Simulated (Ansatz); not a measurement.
# Zr: the cost of one run

Program: Ansatz 0.2.0. Level of theory: DFT LDA, scalar-relativistic, plane waves, PAW. These are calculated values, not measurements.

1 further run of the same task is left out (set aside as unsound or not needed).

**1. The starting structure**

Symmetry: P6_3/mmc, No. 194, hexagonal system. The conventional cell has a = 3.802 Å, b = 3.802 Å, c = 6.289 Å, α = 90.00°, β = 90.00°, γ = 120.00°. Si (site symmetry 3m) has 4 Si at 2.33 to 2.35 Å as nearest neighbours.

Coordinates:

```xyz
4
Lattice="3.8020 0.0000 0.0000 -1.9010 3.2926 0.0000 0.0000 0.0000 6.2891" Properties=species:S:1:pos:R:3 pbc="T T T"
Si    0.0000    2.1951    0.3964
Si    1.9010    1.0975    3.5410
Si    0.0000    2.1951    2.7481
Si    1.9010    1.0975    5.8927
```

It goes back to an entry of the Materials Project, which need not be the stable form.

This cell was relaxed beforehand with the same method: volume 19.68 Å³/atom, gap on the mesh 0.27 eV.

**2. Si → Zr: the starting cell**

The start of Zr: fractional positions of relaxed Si, cell scaled by 1.361, a guess from tabulated radii.

**3. Probe: one point at the start (Zr)**

Input file input.yaml:

```yaml
crystal:
  lattice:
    - [5.1760943892, 0.0, 0.0]
    - [-2.5880471946, 4.4826292334, 0.0]
    - [0.0, 0.0, 8.5621484538]
  atoms:
    - { symbol: Zr, position: [0.3333333333, 0.6666666667, 0.0630332895] }
    - { symbol: Zr, position: [0.6666666667, 0.3333333333, 0.5630332895] }
    - { symbol: Zr, position: [0.3333333333, 0.6666666667, 0.4369667105] }
    - { symbol: Zr, position: [0.6666666667, 0.3333333333, 0.9369667105] }
basis:
  ecutwfc: 420
kpoints:
  mp_grid: { grid: [6, 6, 2] }
hamiltonian:
  xc: lda
scf:
  occupations: { method: gaussian, width: 0.1 }
output:
  forces: true
  stress: true
  eigenvalues: true
```

Launch:

```console
> ansatz run input.yaml --threads 1 --pin off --max-ram 2560MiB --backend cpu --events-out ev --progress --plain --runs-dir out
```

**Question.** How long does this run take on 1 thread of AMD EPYC 9R45 (Zen 5), shared host, and how much memory does it need?

About 1.4 s, with a peak of 0.45 GiB.
